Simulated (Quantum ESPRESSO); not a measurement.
## SiC under changes of volume

One of the cells (10.313 Å³/atom); the others are scaled copies at fixed shape and fractional positions:

```xyz
8
Lattice="3.0757 0.0000 0.0000 -1.5378 2.6636 0.0000 0.0000 0.0000 10.0706" Properties=species:S:1:pos:R:3 pbc="T T T"
Si    0.0000    0.0000    1.8922
Si    0.0000    0.0000    6.9275
Si    0.0000    1.7758    4.4094
Si    1.5378    0.8879    9.4447
C     0.0000    0.0000    0.0046
C     0.0000    0.0000    5.0400
C     0.0000    1.7758    2.5157
C     1.5378    0.8879    7.5510
```

The cell is a database's computed one.

- Program: Quantum ESPRESSO 7.5
- Functional: LDA
- Potentials or basis: GBRV 1.5 LDA
- Cutoff: 612 eV
- Density cutoff: 4898 eV
- k mesh: 10 × 10 × 3
- Occupations: fermi-dirac, width 0.05 eV
- Spin: no spin polarisation

```tsv
volume (Å³/atom)	energy over the lowest point (meV/atom)	pressure (GPa)	gap on the mesh (eV)
9.694	14.91	11.1	2.19
9.900	?	?	?
10.107	0.00	0.6	2.18
10.313	2.01	-3.9	2.18
10.519	9.54	-8.0	2.17
10.726	22.10	-11.7	2.17
10.932	39.18	-15.0	2.16
```

What does the run at 9.900 Å³/atom give?

Energy over the lowest point 4.09 meV/atom; pressure 5.6 GPa; gap on the mesh 2.19 eV.

Worked out: A Birch-Murnaghan fit of order 3 (a polynomial in V^(-2/3)) to the other rows has its minimum at 10.14 Å³/atom with B0 = V·E''(V) = 229 GPa and B' = 3.8 at fixed shape and positions, which overstates the stiffness. It gives 4.10 meV/atom at 9.900 Å³/atom, against the run's 4.09, and -dE/dV = 5.7 GPa, against 5.6. A straight line through the other rows of the gap, of slope -0.235 eV per unit of ln V, gives 2.19 eV, against the run's 2.19.

Energies are extrapolated to zero smearing.

Caveats: an odd mesh through Γ misses points on the zone boundary, where band edges often lie.
